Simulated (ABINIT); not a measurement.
Wanted: the native input for an ABINIT 10.8.3 (patched build) run.

```
Task                : band structure
Functional          : LDA
Potentials or basis : JTH PAW LDA v2.0 sp
Cutoff              : 408 eV
k mesh              : 8 × 8 × 2
Occupations         : fermi-dirac, width 0.05 eV
Spin                : no spin polarisation
Fine-grid cutoff    : 816.342 eV
```

The system is InSe.

```
In Se
1.0
     4.05000    0.00000    0.00000
    -2.02500    3.50740    0.00000
     0.00000    0.00000   16.93000
In Se
4 4
Direct
  0.66667 0.33333 0.84300
  0.33333 0.66667 0.34300
  0.66667 0.33333 0.65700
  0.33333 0.66667 0.15700
  0.66667 0.33333 0.39800
  0.33333 0.66667 0.89800
  0.66667 0.33333 0.10200
  0.33333 0.66667 0.60200
```

One way to write it, as run:

run.abi

```
# Datasets: ground state, then fixed potential
ndtset 2

# Pseudopotentials
pp_dirpath "./"
pseudos "In.LDA_PW-JTH_sp.xml, Se.LDA_PW-JTH.xml"

# Structure
acell 4.05 4.05 16.93 Angstrom
rprim
     1.0000000000     0.0000000000     0.0000000000
    -0.5000000000     0.8660254038     0.0000000000
     0.0000000000     0.0000000000     1.0000000000
ntypat 2
znucl 49 34
natom 8
typat 1 1 1 1 2 2 2 2
xred
     0.6666666667     0.3333333333     0.8430000000
     0.3333333333     0.6666666667     0.3430000000
     0.6666666667     0.3333333333     0.6570000000
     0.3333333333     0.6666666667     0.1570000000
     0.6666666667     0.3333333333     0.3980000000
     0.3333333333     0.6666666667     0.8980000000
     0.6666666667     0.3333333333     0.1020000000
     0.3333333333     0.6666666667     0.6020000000

# Plane-wave basis
ecut 408.170794 eV
pawecutdg 30.0
pawovlp 30

# Exchange and correlation
ixc 7

# Bands and occupations
occopt 3
tsmear 0.05 eV

# SCF cycle
nstep 100

# Output
iomode 3
prtwf 0
prteig 0
prtebands 0
enunit 1
prtden1 1

# Dataset 1
kptopt1 1
ngkpt1 8 8 2
nshiftk1 1
shiftk1 0.0 0.0 0.0
nband1 23
tolvrs1 1.0e-9

# Dataset 2: bands along G-M-K-G-A-L-H-A
iscf2 -2
getden2 1
nband2 29
nbdbuf2 4
tolwfr2 1.0e-11
kptopt2 -7
ndivsm2 6
prteig2 1
prtvol2 -3
kptbounds2
     0.0000000000     0.0000000000     0.0000000000
     0.5000000000     0.0000000000     0.0000000000
     0.3333333333     0.3333333333     0.0000000000
     0.0000000000     0.0000000000     0.0000000000
     0.0000000000     0.0000000000     0.5000000000
     0.5000000000     0.0000000000     0.5000000000
     0.3333333333     0.3333333333     0.5000000000
     0.0000000000     0.0000000000     0.5000000000
```

Potentials or basis: JTH PAW LDA v2.0 sp.

Launch:

```console
$ abinit run.abi > log 2>&1
```

It gave:

* Pressure: 5.2 GPa
* Largest force: 2.975 eV/Å
* Band gap on the k mesh: none (metal or under the smearing width)

Caveat: spin-orbit coupling is left out, which moves the levels of the heavy elements; this set keeps more shells in the core, which shifts pressures and gaps; forces of over 1 eV/Å show positions far from the minimum, so gaps and moduli don't describe the material at rest; the atomic spheres overlap.

Wall time 8.9 min on 1 thread of Arm Neoverse V2, on a shared host, peak memory 0.49 GiB.
